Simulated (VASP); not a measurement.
The system is CdO.

```
CELL_PARAMETERS angstrom
0.00000 2.34950 2.34950
2.34950 0.00000 2.34950
2.34950 2.34950 0.00000
ATOMIC_POSITIONS crystal
Cd 0.00000 0.00000 0.00000
O 0.50000 0.50000 0.50000
```

- Program: VASP 6.6.1
- Task: relaxation of cell and atoms
- Functional: PBE
- Potentials or basis: VASP PAW PBE potentials, release 64 (Cd, O)
- Cutoff: 600 eV
- k mesh: 16 × 16 × 16
- Occupations: gaussian, width 0.1 eV
- Spin: no spin polarisation

At the start: pressure 7.4 GPa; volume 12.97 Å³/atom.

Q: Where does the relaxation end?

A: Over 3 steps the energy falls by 15.1 meV/atom and the volume is 13.66 Å³/atom (+5.3 %); space group Fm-3m (No. 225, to 0.05 Å).

The path:
```
step  energy change (eV)  largest force (eV/Å)  pressure (GPa)  volume (Å³)
   1              0.0000                0.0000            7.37        25.94
   2             -0.0187                0.0000           -3.83        28.24
   3             -0.0301                0.0000           -0.01        27.32
```

Final structure:
```
Cd O
1.0
     0.00000    2.39045    2.39045
     2.39045    0.00000    2.39045
     2.39045    2.39045    0.00000
Cd O
1 1
Direct
  0.00000 0.00000 0.00000
  0.50000 0.50000 0.50000
```
